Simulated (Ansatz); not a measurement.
**What is wrong with this input? (AlNi3)**

The input below was meant for crystalline AlNi3, with r2SCAN, plane waves and PAW in Ansatz.

```yaml
crystal:
  lattice:
    - [0.0, 2.8018887551, 2.8018887551]
    - [2.8018887551, 0.0, 2.8018887551]
    - [2.8018887551, 2.8018887551, 0.0]
  atoms:
    - { symbol: Al, position: [0.5, 0.5, 0.5] }
    - { symbol: Ni, position: [0.25, 0.25, 0.25] }
    - { symbol: Ni, position: [0.0, 0.0, 0.0] }
    - { symbol: Ni, position: [0.75, 0.75, 0.75] }
basis:
  ecutwfc: 500
kpoints:
  mp_grid: { grid: [14, 14, 14] }
hamiltonian:
  xc: r2scan
scf:
  occupations: { method: gaussian, width: 0.1 }
  max_iter: 1
output:
  forces: true
  stress: true
  eigenvalues: true
```

Command:

```bash
ansatz run input.yaml --threads 1 --pin off --max-ram 2560MiB --backend cpu --events-out ev --progress --plain --runs-dir out
```

From the log (HF is the Harris–Foulkes energy, dr2 the density residual in eV):

```text
Pseudopotential: Al, paw, valence charge 3, recommended cutoff 500 eV (meta_gga)
Pseudopotential: Ni, paw, valence charge 18, recommended cutoff 500 eV (meta_gga)
Crystal: 4 atoms, lattice volume = 43.993 Å³
Basis set: ecut = 500 eV, 1139 PW (Γ), exchange–correlation on 120×120×120 points (64 copies of the dense FFT grid, shifted against one another)
Bands: 35, of which v1, the nominal top of the filled ones, is band 29 counted from 1 (28 counted from 0)
Symmetry: 48 space group operations
Space group: Fm-3m (ITA 225), of the structure as read, at distance tolerance 3.5e-5 Å
k-points: 104 of 2744
PAW frozen core: Al, regenerated for the run's functional (the file was generated under x = pbe(κ = 0.804, μ = 0.2195), c = pbe(β = 0.0667))
PAW frozen core: Ni, regenerated for the run's functional (the file was generated under x = pbe(κ = 0.804, μ = 0.2195), c = pbe(β = 0.0667))
Initial density: superposition of atomic densities, corrected by the library's trained network
SCF iter   1: HF=-18077.524016 eV  Δρ=2.76e-2  dr2=2.56e-1  dr2_τ=1.33e-1
Error: did not converge after 1 iterations: dr2 = 2.56e-1 (threshold 1.00e-7), under the density mixer `msr1`, which `scf.mixing.algorithm: auto` chose by the deck's other keys (type `scf.mixing.algorithm: msr1` to keep it); raise `scf.max_iter`, which need not help a stalled SCF …
```

Problem. What is wrong, and how is it cured?

Solution. The fault is too few SCF iterations allowed. The limit came before the density residual met its threshold. The cure is a higher or no limit.

The change to the input (which also takes the starting moments of the reference run):

```diff
 crystal:
   atoms:
-    - { symbol: Ni, position: [0.0, 0.0, 0.0] }
+    - { symbol: Ni, position: [0.0, 0.0, 0.0], spin: 0.13 }
 scf:
-  max_iter: 1
+magnetization:
+  spin_polarized: true
```

Result of the mended run: a pressure of -0.01 GPa, no gap.

The mended run took 8.2 min on 1 thread of Intel(R) Xeon(R) Processor @ 2.50GHz (Skylake/Cascade Lake), on a shared host, peak memory 0.74 GiB.